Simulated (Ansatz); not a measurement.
**RbCl**

```yaml
crystal:
  lattice:
    - [0.00000, 3.34896, 3.34896]
    - [3.34896, 0.00000, 3.34896]
    - [3.34896, 3.34896, 0.00000]
  atoms:
    - { symbol: Rb, position: [0.00000, 0.00000, 0.00000] }
    - { symbol: Cl, position: [0.50000, 0.50000, 0.50000] }
```

Atoms are numbered in the order listed.

The structure comes from a relaxation in the same program, started in the rocksalt type, and has space group Fm-3m. Whether it is a known phase or the ground state wasn't checked.

All numbers are computed: DFT, PBE, all-electron LAPW, scalar-relativistic (Ansatz 0.2.0); DFT, PBE, PAW with Ansatz's default frozen-core files, scalar-relativistic (Ansatz 0.2.0).

For LAPW: a Γ-centred 10×10×10 k mesh, Fermi–Dirac smearing of 0.05 eV, basis error target 1 meV/atom, no spin polarisation. PAW takes a cutoff of 420 eV at this cell. The Ansatz runs share mesh, smearing and spin set-up. Values come from LAPW unless marked.

* Band gap: 4.84 eV, direct at Γ
* Löwdin charges (with 0.05 e of the cell spilling out of the atomic basis, so their sizes and signs hang on that basis): Rb1 0.78, Cl2 -0.73 e
* Bader charges (from the PAW run): Rb1 +0.85, Cl2 -0.85 e
* Volume per atom: 37.56 Å³
* Pressure at this cell: 0.01 GPa
